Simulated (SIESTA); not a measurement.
The system is Ni.

```
Ni
1.0
     0.00000    1.73757    1.73757
     1.73757    0.00000    1.73757
     1.73757    1.73757    0.00000
Ni
1
Direct
  0.00000 0.00000 0.00000
```

Base run:

| Quantity | Value |
| --- | --- |
| Program | SIESTA 5.4.2 |
| Functional | PBE |
| Potentials or basis | PseudoDojo 0.4 standard (PBE files) |
| Basis | DZP (energy shift 0.003 Ry; two zetas on semicore shells) |
| Grid cutoff | 800 Ry |
| Energy shift | 0.003 Ry |
| k mesh | 13 × 13 × 13 |
| Occupations | fermi-dirac, width 0.05 eV |
| Spin | collinear spin, ferromagnetic start |
| Starting moments | [1.0] μB |

Its results: band gap on the k mesh none (metal or under the smearing width); pressure 8.4 GPa; net moment 0.63 μB per cell; site moments Ni +0.63 μB.

The run is repeated on the same cell with these changes: functional from PBE to PBEsol; potentials or basis from PseudoDojo 0.4 standard (PBE files) to PseudoDojo 0.4 standard (PBEsol files). What comes out?

Band gap on the k mesh none (metal or under the smearing width); pressure -2.2 GPa; net moment 0.63 μB per cell; site moments Ni +0.63 μB.

Caveats: short orbitals over semicore shells can move pressures by several GPa; the basis of atomic orbitals isn't converged, which shifts pressures, moduli and gaps.
